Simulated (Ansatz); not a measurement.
PbF2, response to strain

The reference is PbF₂ in the fluorite structure (space group Fm-3m, No. 225).

```xyz
3
Lattice="0.0000 2.9493 2.9493 2.9493 0.0000 2.9493 2.9493 2.9493 0.0000" Properties=species:S:1:pos:R:3 pbc="T T T"
Pb     0.0000     0.0000     0.0000
F      1.4747     1.4747     1.4747
F      4.4240     4.4240     4.4240
```

Strains are applied to the cell and any free atomic positions relax.

Calculations: PBEsol, PAW, 420 eV (Ansatz, a first-principles code; no spin-orbit coupling).

```csv
isotropic strain (%),pressure (GPa)
-2.5,7.0
-1.5,3.9
-1,2.5
-0.5,1.2
0,0.0
1,?
1.5,-3.1
2,-3.9
2.5,-4.7
```

Q: Fit P = P₀ − Bδ + Cδ² with δ = (1 + ε)³ − 1 to the rows shown and predict the withheld row.

A: Least squares on the printed values gives P₀ = 0.0 GPa, B = 78.5 GPa, C = 235 GPa (largest residual 0.0 GPa); this predicts -2.2 GPa, and the run gives -2.1 GPa, in agreement.

Stability against distortions was not tested.
